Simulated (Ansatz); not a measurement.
Here is an Ansatz 0.2.0 calculation.

Contents of input.yaml:

```yaml
crystal:
  lattice:
    - [-1.525248, 1.515343, 1.494198]
    - [1.5006, -1.533687, 1.487894]
    - [1.540302, 1.548741, -1.512542]
  atoms:
    - { symbol: V, position: [0.0, 0.0, 0.0], spin: 2.0 }
hamiltonian:
  xc: rpbe
  pseudopotentials: { kind: nc, accuracy: standard }
  hubbard: { sites: [{ species: V, l: d, u_eff: 7.0 }] }
magnetization:
  spin_polarized: true
kpoints:
  mp_grid: { grid: [9, 10, 9] }
scf:
  occupations: { method: gaussian, width: 0.05 }
output:
  forces: true
  stress: true
  eigenvalues: true
  write_density: true
  write_potential: true
  elf: true
  volumetric_format: npy
```

Potentials or basis: PseudoDojo standard (PBE files).

Run with:

```console
$ ansatz run input.yaml --threads 1 --pin off --max-ram 2560MiB --backend cpu --events-out ev --progress --plain --runs-dir out
```

Q: What does it give for the net moment?

A: 3.92 μB per cell.

Q: What does it give for the site moments?

A: V +3.19 μB.

Eigenvalues of the final occupation matrices:
```csv
site,spin,trace,eigenvalues
site 1,1,3.87,0.21 0.83 0.93 0.93 0.96
site 1,2,0.10,0.02 0.02 0.02 0.02 0.03
```

Caveat: the magnetic or orbital state may not be the lowest; the U is typed as a test and isn't derived for this compound. The state reached can hang on the start; a lower one may exist.
